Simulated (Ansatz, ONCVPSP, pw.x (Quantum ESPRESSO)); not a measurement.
# What a changed setting does to a pw.x run (fcc W)

Potential: optimised norm-conserving Vanderbilt (ONCV), ONCVPSP 4.0.1.1 (patched build), PBE; core [Kr] 4d10 4f14, reference 5s2 5p6 5d4 6s2; waves: 5s+6s: rc 1.90 bohr, ncon 4, nbas 8, qcut 8.3 1/bohr, 2 projectors; 5p: rc 2.05 bohr, ncon 3, nbas 6, qcut 6 1/bohr, 1 projector; 5d: rc 2.80 bohr, ncon 5, nbas 10, qcut 5.2 1/bohr, 2 projectors, debl 3.3 Ha; local part: polynomial inside 1.55 bohr (lpopt 5, dvloc0 6 Ha); core correction: Teter function fitted to the true core (icmod 2), fcfact 0.65.

The reference run (k-mesh 14³, cutoffs 55/220 Ry, Fermi–Dirac 0.01 Ry, mixing_beta 0.4, conv_thr 1e-9, no spin) gives -2.42 GPa at 16.478 Å³/atom, where all-electron LAPW gives -0.06 GPa. This run, with its own iteration cap, changes k-mesh shift to 1.

```
&control
  calculation='scf', prefix='x', pseudo_dir='./', outdir='./tmp', tstress=.true., disk_io='none'
/
&system
  ibrav=0, nat=1, ntyp=1, ecutwfc=55, ecutrho=220, nbnd=15,
  occupations='smearing', smearing='fd', degauss=0.01
/
&electrons
  conv_thr=1e-09, mixing_beta=0.4, electron_maxstep=70
/
ATOMIC_SPECIES
W 1.0 W.UPF
CELL_PARAMETERS angstrom
  0.00000000 2.01972156 2.01972156
  2.01972156 0.00000000 2.01972156
  2.01972156 2.01972156 0.00000000
ATOMIC_POSITIONS crystal
W 0.0000 0.0000 0.0000
K_POINTS automatic
14 14 14 1 1 1
```

```bash
pw.x < W.scf.in > W.scf.out
```

**Question.** How does the run end?

**Answer.** It converges in 7 iterations; the free energy moves by +0.7 meV/atom and the pressure by -0.08 GPa.

```
Message from routine setup:
     using ibrav=0 with symmetry is DISCOURAGED, use correct ibrav instead
     lattice parameter (alat)  =       5.3977  a.u.
     unit-cell volume          =     111.1991 (a.u.)^3
     number of electrons       =        14.00
     number of Kohn-Sham states=           15
     kinetic-energy cutoff     =      55.0000  Ry
     charge density cutoff     =     220.0000  Ry
     scf convergence threshold =      1.0E-09
     Exchange-correlation= PBE
     number of k points=   280  Fermi-Dirac smearing, width (Ry)=  0.0100
     iteration #  1     ecut=    55.00 Ry     beta= 0.40
     total energy              =    -162.73911405 Ry
     estimated scf accuracy    <       0.03587308 Ry
     iteration #  2     ecut=    55.00 Ry     beta= 0.40
     total energy              =    -162.73910101 Ry
     estimated scf accuracy    <       0.00597428 Ry
     iteration #  3     ecut=    55.00 Ry     beta= 0.40
     total energy              =    -162.73973670 Ry
     estimated scf accuracy    <       0.00030107 Ry
     iteration #  4     ecut=    55.00 Ry     beta= 0.40
     total energy              =    -162.73975440 Ry
     estimated scf accuracy    <       0.00000426 Ry
     iteration #  5     ecut=    55.00 Ry     beta= 0.40
     total energy              =    -162.73975565 Ry
     estimated scf accuracy    <       0.00000042 Ry
     iteration #  6     ecut=    55.00 Ry     beta= 0.40
     total energy              =    -162.73975571 Ry
     estimated scf accuracy    <          1.3E-09 Ry
     iteration #  7     ecut=    55.00 Ry     beta= 0.40
     the Fermi energy is    21.0797 ev
!    total energy              =    -162.73975571 Ry
     estimated scf accuracy    <          2.6E-10 Ry
     smearing contrib. (-TS)   =      -0.00528636 Ry
     The total energy is F=E-TS. E is the sum of the following terms:
     one-electron contribution =     -17.43321311 Ry
     hartree contribution      =      16.88583892 Ry
     xc contribution           =     -44.46391576 Ry
     ewald contribution        =    -117.72317939 Ry
     convergence has been achieved in   7 iterations
          total   stress  (Ry/bohr**3)                   (kbar)     P=      -25.04
     Message from routine punch:
     Nothing written, as per user request (disk_io='none')
```

The run took about 48 s on one core of a shared host (Neoverse-N1, 64 threads, 124 GiB, load 61).
